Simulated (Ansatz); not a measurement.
# Si15C7: the cost of one run

Program: Ansatz 0.2.0. Level of theory: DFT PBE, scalar-relativistic, plane waves, PAW. These are calculated values, not measurements.

## (1) The starting structure

The cell holds 22 atoms (C7Si15): a = 7.051 Å, b = 7.452 Å, c = 6.943 Å, α = 85.54°, β = 91.29°, γ = 88.87°.

It is the last frame of an earlier stage of the same melt, run at 2880 K.

The coordinates stand in the first input below.

## (2) Langevin stage at 1600 K

One k point, a Fermi-Dirac width of 0.138 eV and a fixed cell.

input.yaml reads:

```yaml
crystal:
  lattice:
    - [7.049851, 0.073328, -0.080234]
    - [0.073328, 7.446735, 0.280421]
    - [-0.080234, 0.280421, 6.936385]
  atoms:
    - { symbol: Si, position: [0.6909477128, 0.1404049222, 0.5426664931] }
    - { symbol: Si, position: [0.5031942345, 0.9326867686, 0.1346613241] }
    - { symbol: Si, position: [0.2395330201, 0.3764327607, 0.7325388076] }
    - { symbol: Si, position: [0.8725363939, 0.2552713441, 0.9699747896] }
    - { symbol: Si, position: [0.6586454737, 0.7839542781, 0.4091636] }
    - { symbol: Si, position: [0.5144482868, 0.3788198215, 0.464579027] }
    - { symbol: Si, position: [0.2482004257, 0.0751564137, 0.6206884349] }
    - { symbol: Si, position: [0.5850525267, 0.9102691698, 0.8168056073] }
    - { symbol: Si, position: [0.2534158126, 0.4453182501, 0.2008875099] }
    - { symbol: Si, position: [0.9814777712, 0.6995875622, 0.4525622561] }
    - { symbol: Si, position: [0.9438496528, 0.96213736, 0.7232879129] }
    - { symbol: Si, position: [0.0497407068, 0.9686481056, 0.2852047359] }
    - { symbol: Si, position: [0.2594925072, 0.7290620365, 0.950915248] }
    - { symbol: Si, position: [0.9149589915, 0.275504971, 0.3071385565] }
    - { symbol: Si, position: [0.8725718565, 0.5551767109, 0.729439632] }
    - { symbol: C, position: [0.2816243201, 0.3071502001, 0.9969873004] }
    - { symbol: C, position: [0.3178539668, 0.0170400283, 0.3326407929] }
    - { symbol: C, position: [0.6201643885, 0.1406002139, 0.9767590099] }
    - { symbol: C, position: [0.4376449024, 0.2287969049, 0.9553341641] }
    - { symbol: C, position: [0.0322214724, 0.8669654404, 0.9988282335] }
    - { symbol: C, position: [0.9773656002, 0.7167815151, 0.8944486457] }
    - { symbol: C, position: [0.0415124641, 0.5081308689, 0.317237097] }
  symmetry: { detect: false }
basis:
  ecutwfc: 420
  xc_grid: 1
kpoints:
  mp_grid: { grid: [1, 1, 1], shift: [0.25, 0.25, 0.25] }
hamiltonian:
  xc: pbe
scf:
  occupations: { method: fermi_dirac, width: 0.1379 }
  lower_state_search: "off"
  convergence: { dr2_threshold: 1.0e-05 }
output:
  forces: true
  stress: true
md:
  timestep: 2.0
  n_steps: 250
  ensemble: nvt_langevin
  friction: 0.03
  temperature: 1600.0
  initial_velocities: maxwell_boltzmann
  seed: 29833
```

The run is started by

```sh
$ ansatz run input.yaml --threads 2 --pin off --max-ram 5120MiB --backend cpu --events-out ev --progress --plain --runs-dir out
```

Q: Estimate wall time and peak memory on 2 threads of Arm Neoverse V1, shared host.

About 5.4 min, with a peak of 0.44 GiB.
